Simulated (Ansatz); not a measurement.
# TiSi2: the cost of one run

Computed with Ansatz 0.2.0 (DFT PBEsol, scalar-relativistic, plane waves, PAW, unless a step's input says otherwise).

2 further runs of the same task are left out: 2 set aside as unsound or not needed.

### 1 The system as given

The structure is orthorhombic, space group Fddd (No. 70). Conventional cell: a = 4.762 Å, b = 8.182 Å, c = 8.496 Å, α = 90.00°, β = 90.00°, γ = 90.00°. Around Ti (site symmetry 222) lie 10 Si at 2.53 to 2.75 Å. Si (site symmetry 2) has 5 Si at 2.52 to 2.77 Å and 5 Ti at 2.53 to 2.75 Å as nearest neighbours.

As a file:

```
Ti Si
1.0
     0.00000    4.09106    4.24805
     2.38088    0.00000    4.24805
     2.38088    4.09106    0.00000
Ti Si
2 4
Cartesian
  3.5713 6.1366 6.3721
  2.3809 4.0911 4.2480
  1.1904 0.7050 2.1240
  1.1904 3.3860 2.1240
  2.3809 1.3405 4.2480
  2.3809 6.8416 4.2480
```

This cell was relaxed beforehand with the same method: volume 13.79 Å³/atom, gap on the mesh none (metal).

The unstrained cell was computed beforehand with the same settings: E(σ→0) = -7437.7908 eV for 6 atoms, gap none (metal).

### 2 Strain -1.0 %

Input file input.yaml:

```yaml
crystal:
  lattice:
    - [0.0, 4.0501506822, 4.2055665925]
    - [2.3570692621, 0.0, 4.2055665925]
    - [2.4031653631, 4.076977265, -0.0258352116]
  atoms:
    - { symbol: Ti, position: [0.75, 0.75, 0.75] }
    - { symbol: Ti, position: [0.5, 0.5, 0.5] }
    - { symbol: Si, position: [0.0861670623, 0.4138329377, 0.0861670623] }
    - { symbol: Si, position: [0.4138329377, 0.0861670623, 0.4138329377] }
    - { symbol: Si, position: [0.1638329377, 0.8361670623, 0.1638329377] }
    - { symbol: Si, position: [0.8361670623, 0.1638329377, 0.8361670623] }
basis:
  ecutwfc: 420
kpoints:
  mp_grid: { grid: [10, 10, 10] }
hamiltonian:
  xc: pbesol
scf:
  occupations: { method: gaussian, width: 0.1 }
output:
  forces: true
  stress: true
  eigenvalues: true
  write_density: true
  write_potential: true
  elf: true
  volumetric_format: npy
relax:
  adjacent_minimum: "off"
  f_tol: 0.008
  max_steps: 40
  cell: { stress_tol: 0.015, fix: [a, b, gamma] }
```

The run is started by

```bash
$ ansatz run input.yaml --threads 1 --pin off --max-ram 2560MiB --backend cpu --events-out ev --progress --plain --runs-dir out
```

**Question.** How long does this run take on 1 thread of Intel Xeon Platinum 8259CL at 2.50GHz (Skylake/Cascade Lake), shared host, and how much memory does it need?

About 6.7 min, with a peak of 1.1 GiB.
